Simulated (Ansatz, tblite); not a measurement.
# SnO with GFN2-xTB from a Python script

These are simulated results from tblite 0.8.0, not measurements. The cell began as a database structure and was relaxed with r2SCAN+rVV10 in plane waves (Ansatz 0.2.0). All runs are without spin polarisation.

The symmetry is Pmn2_1 (No. 31, orthorhombic); a = 3.303 Å, b = 5.758 Å, c = 4.001 Å in the conventional setting, 19.02 Å³ an atom. Sn has 3 O at 2.12–2.13 Å; O has 3 Sn at 2.12–2.13 Å.

tblite solves periodic systems at the zone centre alone, so the script builds a cluster of 3×2×3 conventional cells (72 atoms), which folds in a coarse mesh of k points.

The script, run.py:

```python
import json
from ase import Atoms
from ase.build import make_supercell
from ase.units import Bohr, GPa, Hartree
from tblite.interface import Calculator

atoms = Atoms(['Sn', 'Sn', 'O', 'O'],
              cell=[[3.303115, 0.0, -0.0], [0.0, 5.757705, 0.0], [-0.0, 0.0, 4.000807]],
              scaled_positions=[[0.0, 0.229442, 0.517265], [0.5, 0.770558, 0.017265], [-0.0, 0.893534, 0.732736], [0.5, 0.106466, 0.232736]],
              pbc=True)
cluster = make_supercell(atoms, [[3, 0, 0], [0, 2, 0], [0, 0, 3]])
calc = Calculator('GFN2-xTB', cluster.numbers, cluster.positions / Bohr, lattice=cluster.cell[:] / Bohr, periodic=cluster.pbc)
calc.set('temperature', 0.02 / Hartree)
calc.set('max-iter', 150)
res = calc.singlepoint()
levels = res.get('orbital-energies') * Hartree
nv = round(res.get('orbital-occupations').sum() / 2)
cells = len(cluster) // len(atoms)
out = {'energy_per_cell': res.get('energy') * Hartree / cells, 'homo': levels[nv - 1], 'lumo': levels[nv],
       'stress': (-res.get('virial') * Hartree / cluster.get_volume() / GPa).tolist(), 'charges': res.get('charges')[:len(atoms)].tolist(), 'electrons': 2 * nv / cells}
json.dump(out, open('results.json', 'w'))
for key, value in out.items():
    print(key, value)
```

Command: `python run.py`. It took 12 s on 1 thread of Arm Neoverse V1, with other jobs on the host, peak memory 0.12 GiB.

What it printed:

```
------------------------------------------------------------
  cycle        total energy    energy error   density error
------------------------------------------------------------
      1     -215.6035310882  -2.1575706E+02   4.2962052E-01
      2     -223.3964731449  -7.7929421E+00   6.9526171E-01
      3     -224.8322999450  -1.4358268E+00   6.0488289E-01
      4     -217.6143142412   7.2179857E+00   8.6944413E-01
      5     -222.8218441322  -5.2075299E+00   7.0617394E-01
      6     -222.7971773920   2.4666740E-02   7.0744195E-01
      7     -223.8224728731  -1.0252955E+00   1.0814296E-01
      8     -225.0137025138  -1.1912296E+00   2.7192803E-01
      9     -225.3333571894  -3.1965468E-01   1.9847998E-01
     10     -225.2872898078   4.6067382E-02   3.3742843E-02
     11     -225.2626426431   2.4647165E-02   6.0009361E-02
     12     -225.3487433285  -8.6100685E-02   1.1061589E-01
     13     -225.3578023202  -9.0589917E-03   1.1198348E-01
     14     -225.3624525839  -4.6502637E-03   7.6921470E-02
     15     -225.3630195304  -5.6694650E-04   7.0866486E-02
     16     -225.3632618676  -2.4233717E-04   5.4084919E-02
     17     -225.3635009813  -2.3911378E-04   4.8354591E-02
     18     -225.3637480337  -2.4705238E-04   4.4892025E-02
     19     -225.3636425868   1.0544694E-04   4.5439647E-02
     20     -225.3633682410   2.7434576E-04   3.6431214E-02
     21     -225.3636313940  -2.6315293E-04   2.7152305E-02
     22     -225.3647208539  -1.0894599E-03   1.1142555E-02
     23     -225.3654230804  -7.0222651E-04   3.6814764E-03
     24     -225.3655912094  -1.6812897E-04   4.0543434E-03
     25     -225.3656903593  -9.9149882E-05   4.2151585E-03
     26     -225.3657029022  -1.2542933E-05   3.8556107E-03
     27     -225.3656930122   9.8900144E-06   3.9031763E-03
     28     -225.3657254350  -3.2422828E-05   3.3597885E-03
     29     -225.3657300494  -4.6144070E-06   2.8520000E-03
     30     -225.3657433725  -1.3323118E-05   2.4808888E-03
     31     -225.3657484779  -5.1053327E-06   1.7374451E-03
     32     -225.3657506744  -2.1964819E-06   1.4010507E-03
     33     -225.3657532980  -2.6236003E-06   1.1857571E-03
     34     -225.3657556195  -2.3215445E-06   1.0703393E-03
     35     -225.3657562435  -6.2400113E-07   1.0107839E-03
     36     -225.3657562703  -2.6818981E-08   1.0105838E-03
     37     -225.3657562311   3.9179042E-08   8.8656857E-04
     38     -225.3657557982   4.3290152E-07   9.2553465E-04
     39     -225.3657550579   7.4037925E-07   1.1204485E-03
     40     -225.3657536181   1.4397741E-06   1.0699720E-03
     41     -225.3657525643   1.0538160E-06   9.3173239E-04
     42     -225.3657536033  -1.0390791E-06   6.8973111E-04
     43     -225.3657542582  -6.5481450E-07   6.6067195E-04
     44     -225.3657552191  -9.6090929E-07   6.4814918E-04
     45     -225.3657542663   9.5274814E-07   6.2504473E-04
     46     -225.3657542125   5.3788682E-08   5.9962386E-04
     47     -225.3657567702  -2.5576763E-06   5.7001865E-04
     48     -225.3657584324  -1.6622142E-06   5.5633993E-04
     49     -225.3657619865  -3.5541112E-06   5.2520593E-04
     50     -225.3657627152  -7.2861789E-07   5.0533046E-04
     51     -225.3657631830  -4.6788503E-07   4.7589314E-04
     52     -225.3657631082   7.4840045E-08   4.8328114E-04
     53     -225.3657630978   1.0410702E-08   5.1682374E-04
     54     -225.3657632712  -1.7340489E-07   5.1199415E-04
     55     -225.3657633227  -5.1511421E-08   4.7044391E-04
     56     -225.3657634912  -1.6850743E-07   3.2749028E-04
     57     -225.3657650639  -1.5726849E-06   3.3744673E-04
     58     -225.3657654243  -3.6039822E-07   3.4143942E-04
     59     -225.3657653094   1.1488012E-07   3.7824186E-04
     60     -225.3657671672  -1.8578342E-06   2.5570967E-04
     61     -225.3657674266  -2.5932147E-07   2.4479282E-04
     62     -225.3657673795   4.7078686E-08   2.4688660E-04
     63     -225.3657673437   3.5750986E-08   2.5159783E-04
     64     -225.3657673572  -1.3492127E-08   2.5160193E-04
     65     -225.3657680625  -7.0529373E-07   1.4821497E-04
     66     -225.3657683246  -2.6202676E-07   1.3432952E-04
     67     -225.3657688311  -5.0659369E-07   1.5465973E-04
     68     -225.3657689081  -7.6946407E-08   1.4844329E-04
     69     -225.3657689494  -4.1269459E-08   1.4072500E-04
     70     -225.3657689469   2.4394922E-09   1.2312701E-04
     71     -225.3657689461   8.1254825E-10   1.2247405E-04
     72     -225.3657690105  -6.4363633E-08   9.2237538E-05
     73     -225.3657690662  -5.5697342E-08   8.1169983E-05
     74     -225.3657691800  -1.1378904E-07   9.0166592E-05
     75     -225.3657692176  -3.7630457E-08   8.6473263E-05
     76     -225.3657692579  -4.0307270E-08   7.7844962E-05
     77     -225.3657692769  -1.8988743E-08   7.0271017E-05
     78     -225.3657692859  -9.0257117E-09   6.6923492E-05
     79     -225.3657692920  -6.1216383E-09   6.3471314E-05
     80     -225.3657692885   3.5651055E-09   6.3674838E-05
     81     -225.3657692884   4.9283244E-11   6.2596012E-05
     82     -225.3657693072  -1.8805878E-08   4.0065083E-05
     83     -225.3657693169  -9.6417807E-09   3.8406016E-05
     84     -225.3657693266  -9.7331565E-09   3.9163028E-05
     85     -225.3657693269  -2.5607960E-10   3.8698376E-05
     86     -225.3657693264   4.1259796E-10   3.8884953E-05
     87     -225.3657693266  -1.8476953E-10   3.9435769E-05
     88     -225.3657693272  -5.9006311E-10   3.7466290E-05
     89     -225.3657693287  -1.4396164E-09   4.2277709E-05
     90     -225.3657693302  -1.5765238E-09   4.0150774E-05
     91     -225.3657693267   3.5120138E-09   6.6902499E-05
     92     -225.3657693214   5.3294684E-09   5.5499644E-05
     93     -225.3657693221  -7.4746254E-10   5.2018351E-05
     94     -225.3657693317  -9.5539860E-09   4.4833054E-05
     95     -225.3657693326  -8.6814111E-10   3.5521573E-05
     96     -225.3657693332  -6.8700956E-10   3.4076847E-05
     97     -225.3657693343  -1.0898589E-09   3.3057344E-05
     98     -225.3657693262   8.1056726E-09   3.9848193E-05
     99     -225.3657693234   2.8020679E-09   4.0460675E-05
    100     -225.3657693316  -8.1295468E-09   3.3039496E-05
    101     -225.3657693376  -6.0379080E-09   3.8272184E-05
    102     -225.3657693409  -3.3006131E-09   3.1737892E-05
    103     -225.3657693423  -1.4092336E-09   2.9315931E-05
    104     -225.3657693428  -4.5179149E-10   2.7876665E-05
    105     -225.3657693406   2.1674680E-09   3.0962648E-05
    106     -225.3657693379   2.7355327E-09   3.6206463E-05
    107     -225.3657693422  -4.3375792E-09   3.2954329E-05
    108     -225.3657693449  -2.7165470E-09   2.8833831E-05
    109     -225.3657693432   1.7344632E-09   3.2866693E-05
    110     -225.3657693432  -5.8406613E-11   3.1487192E-05
    111     -225.3657693450  -1.7159891E-09   2.9849428E-05
    112     -225.3657693452  -2.5201530E-10   3.0730272E-05
    113     -225.3657693449   3.2372327E-10   2.9765461E-05
    114     -225.3657693461  -1.2410339E-09   2.8550887E-05
    115     -225.3657693459   1.9349500E-10   2.8485305E-05
    116     -225.3657693452   6.9780981E-10   3.0461642E-05
    117     -225.3657693456  -4.0819259E-10   3.0304734E-05
    118     -225.3657693483  -2.6739428E-09   2.6096673E-05
    119     -225.3657693489  -5.7085003E-10   2.5725966E-05
    120     -225.3657693492  -3.3310243E-10   2.5540153E-05
    121     -225.3657693491   1.1786483E-10   2.5950591E-05
    122     -225.3657693493  -2.5295321E-10   2.5647995E-05
    123     -225.3657693494  -9.2001073E-11   2.5302075E-05
    124     -225.3657693510  -1.5235457E-09   2.5398970E-05
    125     -225.3657693553  -4.3800412E-09   1.2908554E-05
------------------------------------------------------------

 total:                                  11.700 sec
energy_per_cell -340.69527481148936
homo -11.760857954018233
lumo -8.887040679542098
stress [[-5.51576678482743, -1.2055815989662947e-06, 4.53174566931694e-08], [-1.2055815990324952e-06, -8.351247413956045, -1.1683108502295212e-06], [4.5317456431938874e-08, -1.1683108502205617e-06, -1.1834080861127638]]
charges [0.49533103295219894, 0.495281419904807, -0.4952959850969687, -0.4953049259672695]
electrons 20.0
```

The cycle table is in hartree for the whole cluster, and the lines after it are in eV (the energy for one cell). The printed stress is in GPa and positive in compression, and the pressure is its mean diagonal.

GFN2-xTB gives a gap of 2.87 eV. On the same cell, plane-wave PBE (Ansatz, 8×4×6 k points and the special points) gives a gap of 1.38 eV and r2SCAN a gap of 1.70 eV; on shared hosts these took about 14 and 35 core-seconds on the 4-atom cell, against 12 for the script. Spin-orbit coupling, left out in all these runs, can cut or reorder the gap by tenths of an eV, up to about 1 eV with Pb or Bi. xTB was fitted to molecules, so gaps, charges and pressures of solids can be far off, and the gap also depends on the size of the cluster.

The pressure on this cell is -5.0 GPa (positive in compression).

xTB was fitted mostly to molecules, and a small cluster samples few k points, so gaps, pressures and kinks along a curve can be far from a solid's.

No spin-orbit coupling is included; it can move band edges with weight on the heavy atoms by tenths of an eV.
